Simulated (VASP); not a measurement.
Mg2Si:

```
Si Mg
1.0
     0.00000    3.15910    3.15910
     3.15910    0.00000    3.15910
     3.15910    3.15910    0.00000
Si Mg
1 2
Direct
  0.00000 0.00000 0.00000
  0.25000 0.25000 0.25000
  0.75000 0.75000 0.75000
```

The cell was built by a generator and needn't be a form met in nature.

Base run:

- Program: VASP 6.6.1
- Functional: PBE
- Potentials or basis: VASP PAW PBE potentials, release 64 (Si, Mg)
- Cutoff: 520 eV
- k mesh: 8 × 8 × 8
- Occupations: gaussian, width 0.02 eV
- Spin: no spin polarisation

Its results: band gap on the k mesh 0.19 eV, indirect (least direct gap 1.97 eV).

The run is repeated on the same cell with these changes: functional from PBE to HSE06; k mesh from 8 × 8 × 8 to 6 × 6 × 6. What comes out?

Band gap on the k mesh 0.57 eV, indirect (least direct gap 2.60 eV).

Several settings changed at once, so the effect can't be laid on one alone.
